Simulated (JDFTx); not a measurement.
Runs of JDFTx 1.7.0 (patched build) on CdTe. Symmetry: F-43m, No. 216, cubic system. Conventional cell: a = 6.410 Å, b = 6.410 Å, c = 6.410 Å, α = 90.00°, β = 90.00°, γ = 90.00°. Te (site symmetry -43m) has 4 Cd at 2.78 Å as nearest neighbours. Cd (site symmetry -43m) has 4 Te at 2.78 Å as nearest neighbours. 

```csv
task,level,potentials or basis,k mesh,cutoff (eV),smearing,local potential set to -Z/r beyond,max SCF steps,SCF threshold on the energy,solver of the electrons,pseudo rcut,mesh quality,gap on the mesh (eV),pressure (GPa),V0 of scaled cells (Å³/atom),B0 (GPa)
equation of state,PBEsol,PseudoDojo-SR-PBEsol-0.4.1-standard with smoothed tails,7 × 7 × 7,1388,fermi-dirac 0.05 eV,6 bohr,100,1e-09 Ha,scf,6,not flagged,-,-,(a),41
single point,LDA,PseudoDojo-SR-LDA-0.4.1-standard with smoothed tails,7 × 7 × 7,1388,gaussian 0.05 eV,6 bohr,100,1e-09 Ha,scf,6,not flagged,(c),0.0,-,-
single point,r2SCAN,SG15-PBE-1.2 with smoothed tails,3 × 3 × 3,1088,fermi-dirac 0.05 eV,6 bohr,100,1e-09 Ha,scf,6,coarse,1.12,3.5,-,-
equation of state,LDA,PseudoDojo-SR-LDA-0.4.1-standard with smoothed tails,7 × 7 × 7,1388,fermi-dirac 0.05 eV,6 bohr,100,1e-09 Ha,scf,6,not flagged,-,-,32.97,46
single point,PBEsol,PseudoDojo-SR-PBEsol-0.4.1-standard with smoothed tails,7 × 7 × 7,1388,gaussian 0.1 eV,6 bohr,100,1e-09 Ha,scf,6,not flagged,(b),1.7,-,-
```

Alike in all rows: no spin polarisation; cell as given.

Fill in the values left out.

(a) 34.23; (b) 0.76; (c) 0.61.

Caveats: some runs use coarse meshes; spin-orbit coupling is left out, which moves the levels of the heavy elements (some runs); an odd mesh through Γ misses points on the zone boundary, where band edges often lie (some runs); the potentials were made for another functional, which shifts forces and pressure (some runs).

A k mesh can miss the band edges, and the runs leave out spin-orbit coupling on Cd, Te.

Not every run made on this cell is shown here.
